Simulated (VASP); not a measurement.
# Sn: intraband terms of a metal's spectrum

Sn, I4/mmm (no. 139), 1 atom in the cell. PBE, independent-particle dielectric function; PAW potentials Sn_d (PBE set).

## Input

INCAR.step1:
```
EDIFF = 1E-7
ENCUT = 280
ISMEAR = 1
KPAR = 4
LASPH = T
LCHARG = T
LMAXMIX = 4
LWAVE = F
PREC = Accurate
SIGMA = 0.1
```

INCAR.step2:
```
CSHIFT = 0.1
EDIFF = 1E-6
ENCUT = 280
ICHARG = 11
ISMEAR = 0
KPAR = 4
LASPH = T
LCHARG = F
LMAXMIX = 4
LWAVE = T
NBANDS = 21
NEDOS = 3000
OMEGAMAX = 30
PREC = Accurate
SIGMA = 0.3
```

INCAR.step3, as INCAR.step2 but for:
```
- LWAVE = T
+ ALGO = None
+ ISTART = 1
+ LOPTICS = T
+ LWAVE = F
+ NELM = 1
```

INCAR.step4, as INCAR.step3 but for:
```
+ WPLASMAI = 0.03
```

INCAR.step5 to INCAR.step6 change the same tag again: WPLASMAI = 0.1, 0.3.

INCAR.step7, as INCAR.step6 but for:
```
- WPLASMAI = 0.3
+ RTIME = 5
```

INCAR.step8, as INCAR.step7 but for:
```
- RTIME = 5
+ RTIME = 40
```

INCAR.step9, as INCAR.step8 but for:
```
- RTIME = 40
+ LNABLA = T
```

INCAR.step10, as INCAR.step9 but for:
```
- ISMEAR = 0
- LNABLA = T
+ ISMEAR = -5
```

KPOINTS.step1:
```
k-points
0
Gamma
  10 10 10
```

KPOINTS.step2:
```
k-points
0
Gamma
  16 16 16
```

POSCAR:
```
Sn
1.0
   -2.0291894110      2.0291894110      1.6607599896
    2.0291894110     -2.0291894110      1.6607599896
    2.0291894110      2.0291894110     -1.6607599896
Sn
1
Direct
    0.0000000000      0.0000000000      0.0000000000
```

Commands (each step's output is kept before the next begins):
```
cat potpaw_PBE.64/Sn_d/POTCAR > POTCAR
cp INCAR.step1 INCAR
cp KPOINTS.step1 KPOINTS
mpirun -np 4 vasp_std > vasp.out
cp INCAR.step2 INCAR
cp KPOINTS.step2 KPOINTS
mpirun -np 4 vasp_std > vasp.out
cp INCAR.step3 INCAR
mpirun -np 4 vasp_std > vasp.out
cp INCAR.step4 INCAR
mpirun -np 4 vasp_std > vasp.out
cp INCAR.step5 INCAR
mpirun -np 4 vasp_std > vasp.out
cp INCAR.step6 INCAR
mpirun -np 4 vasp_std > vasp.out
cp INCAR.step7 INCAR
mpirun -np 4 vasp_std > vasp.out
cp INCAR.step8 INCAR
mpirun -np 4 vasp_std > vasp.out
cp INCAR.step9 INCAR
mpirun -np 4 vasp_std > vasp.out
cp INCAR.step10 INCAR
mpirun -np 4 vasp_std > vasp.out
```

## Result

- Bands: 21

One ground state, settings moved in the last step alone:

| Settings | Plasma frequency (eV) | Im ε at 0.5 eV | Im ε at 1 eV | Im ε at 2 eV | Im ε at 4 eV | Time (s) |
|---|---|---|---|---|---|---|
| interband part alone | 10.88 | 28.7 | 27.5 | 17.8 | 3.1 | 8 |
| Drude term, WPLASMAI 0.03 | 10.88 | 57.0 | 31.0 | 18.3 | 3.2 | 8 |
| Drude term, WPLASMAI 0.1 | 10.88 | 119.7 | 39.2 | 19.3 | 3.3 | 8 |
| Drude term, WPLASMAI 0.3 | 10.88 | 237.5 | 60.0 | 22.2 | 3.7 | 8 |
| relaxation time RTIME 5 fs | 10.88 | 145.2 | 42.8 | 19.8 | 3.3 | 8 |
| relaxation time RTIME 40 fs | 10.88 | 44.2 | 29.4 | 18.1 | 3.1 | 8 |
| transversal form (LNABLA) | 10.96 | 29.1 | 27.9 | 18.1 | 3.1 | 8 |
| tetrahedron method | – | – | – | – | – | no result |

Limits: Spin-orbit coupling is left out, which can matter with atoms this heavy.

VASP 6.6.1 took 74 s on 4 cores (Intel Xeon Platinum 8259CL @ 2.50GHz (Skylake/Cascade Lake)), a shared host.
